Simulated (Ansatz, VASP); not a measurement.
**Two plane-wave programs on Ru**

```
CELL_PARAMETERS angstrom
2.71980 0.00000 0.00000
0.00000 4.29666 0.00000
0.00000 0.00000 19.49597
ATOMIC_POSITIONS crystal
Ru 0.00000 0.75000 0.35905
Ru 0.50000 0.25000 0.39932
Ru 0.50000 0.75000 0.47986
Ru 0.00000 0.25000 0.51808
Ru 0.00000 0.75000 0.59944
Ru 0.50000 0.25000 0.63287
```

Alike in both runs: functional PBE; k mesh 11 × 7 × 1; occupations gaussian, width 0.1 eV; no spin polarisation.

Ansatz relaxed the structure, and its values are those at the end. VASP's run is a single point on that final structure, the one shown.

```csv
,VASP,Ansatz
version,VASP 6.6.1,Ansatz 0.2.0
potentials or method,"VASP PAW PBE potentials, release 64 (Ru_pv)","scalar-relativistic, plane waves, PAW"
plane-wave cutoff (eV),520,420
valence electrons in the cell,84,96
```

```tsv
	VASP	Ansatz	Ansatz less VASP
gap on the k mesh at the Fermi level (eV)	none	none	-
rms of the force components (eV/Å)	0.315	0.315	-0.0005
work function, face that differs most (eV)	4.81	4.81	+0.004
```

A gap of «none» marks a metal or a gap that the smearing closes. The two sets of potentials don't hold the same shells in valence.
